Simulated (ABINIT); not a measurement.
CaO:

```
Ca O
1.0
     0.00000    2.40356    2.40356
     2.40356    0.00000    2.40356
     2.40356    2.40356    0.00000
Ca O
1 1
Direct
  0.00000 0.00000 0.00000
  0.50000 0.50000 0.50000
```

The cell is a database's computed one.

Program: ABINIT 10.8.3 (patched build). Alike in all runs: no spin polarisation; cell as given; cutoff (eV) 952. Hardware: 4 MPI ranks on Arm Neoverse V1, with other jobs on the host.

Order these runs on this cell by their wall time, lowest first.
A. task single point; level PBE; potentials or basis PseudoDojo NC SR PBE v0.4.1 standard; k mesh 8 × 8 × 8; smearing fermi-dirac 0.05 eV
B. task dielectric tensor; level PBE; potentials or basis PseudoDojo NC SR PBE v0.4.1 standard; k mesh 4 × 4 × 4, with 4 shifts; smearing fixed; stop of the response cycle (tolvrs) 1e-09; acoustic sum rule (asr) 1
C. task single point; level PBE-EpsX; potentials or basis SPMS NC PBE v1.0; k mesh 6 × 6 × 6; smearing fixed; most SCF steps 60; thinning of the exchange mesh (fockdownsampling) 2 × 2 × 2; dielectric constant that sets the share 3.7604

A (8.4 s), B (74 s), C (940 s).
